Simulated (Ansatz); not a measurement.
Runs of Ansatz 0.2.0 on Yb. It takes space group Fm-3m (No. 225, cubic). The conventional cell has a = 5.486 Å, b = 5.486 Å, c = 5.486 Å, α = 90.00°, β = 90.00°, γ = 90.00°. Around Yb (site symmetry m-3m) lie 12 Yb at 3.88 Å. 

```csv
task,level,potentials or basis,cell,cutoff (eV),smearing,points for each segment of the path,gap on the mesh (eV),pressure (GPa),moment (μB)
band structure,BLYP,JTH PAW,volume scaled by 1.15,720,methfessel-paxton 0.1 eV,14,none,(a),0.00
single point,PBE,Ansatz PAW,cell strained at random at fixed volume,420,fermi-dirac 0.05 eV,-,none,-2.1,0.00
projected density of states,BLYP,PseudoDojo 3+ lanthanides,as given,680,tetrahedron,-,none,-7.6,0.00
single point,PBE,Ansatz PAW,as given,420,fermi-dirac 0.05 eV,-,none,-2.1,0.00
```

Alike in all rows: spin collinear, ferromagnetic start; k mesh 8 × 8 × 8.

Question: Estimate the missing entries.

Answer: (a) -2.9.

Caveats: spin-orbit coupling is left out, which moves the levels of the heavy elements; the starting moments weren't kept; the potentials were made for another functional, which shifts forces and pressure (some runs); the 4f electrons are frozen in the core as for a trivalent ion, so they carry no moment and show no levels, and Eu and Yb are often divalent (some runs); with tetrahedron occupations forces and stress needn't match the slope of the energy (some runs).

A k mesh can miss the band edges, and the runs leave out spin-orbit coupling on Yb.

A gap of «none» marks a metal or a gap under the smearing width.

The runs don't all hold the same shells in valence.
